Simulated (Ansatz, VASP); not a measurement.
# W: VASP beside Ansatz

Contents of INCAR:

```
ALGO = Fast
EDIFF = 1E-6
ENCUT = 520
GGA = PS
ISIF = 2
ISMEAR = 0
LASPH = True
LCHARG = True
LELF = True
LREAL = False
LVHAR = True
LWAVE = False
NBANDS = 13
NELM = 100
PREC = Accurate
SIGMA = 0.15
```

Contents of KPOINTS:

```
k-points
0
Gamma
  20 20 20
```

Contents of POSCAR:

```
W
1.0
    0.0000000000      2.0300000000      2.0706000000
    2.0300000000      0.0000000000      2.0706000000
    2.0300000000      2.0300000000      0.0000000000
W
1
Direct
    0.0000000000      0.0000000000      0.0000000000
```

Input for Ansatz:

```yaml
crystal:
  lattice:
    - [0.0, 2.03, 2.0706]
    - [2.03, 0.0, 2.0706]
    - [2.03, 2.03, 0.0]
  atoms:
    - { symbol: W, position: [0.0, 0.0, 0.0] }
basis:
  ecutwfc: 420
kpoints:
  mp_grid: { grid: [20, 20, 20] }
hamiltonian:
  xc: pbesol
scf:
  occupations: { method: gaussian, width: 0.15 }
output:
  forces: true
  stress: true
  eigenvalues: true
```

Change from the starting cell: strain +0.0200 x Voigt [0, 0, 1, 0, 0, 0], atoms carried along.

Alike in both runs: task single point; functional PBEsol; k mesh 20 × 20 × 20; occupations gaussian, width 0.15 eV; no spin polarisation.

```csv
,VASP,Ansatz
version,VASP 6.6.1,Ansatz 0.2.0
potentials or method,"VASP PAW PBE potentials, release 64 (W_sv)","scalar-relativistic, plane waves, PAW"
plane-wave cutoff (eV),520,420
valence electrons in the cell,14,14
```

VASP gave:

* gap on the k mesh at the Fermi level (eV): none
* pressure (GPa): -16.9
* largest component of the traceless stress (GPa): 3.86

**Question.** Estimate Ansatz's values.

**Answer.** gap on the k mesh at the Fermi level (eV): none; pressure (GPa): -17.3; largest component of the traceless stress (GPa): 3.84.

A gap of «none» marks a metal or a gap that the smearing closes. With one functional, cell and mesh, what is left measures potentials, basis and numerics.

Caveats: so large a pressure means that the cell lies far from this level's equilibrium, or that cutoff or potentials fall short (VASP); the potentials were made for another functional, which shifts forces and pressure (VASP). Spin-orbit coupling is left out, which matters for the levels of W.
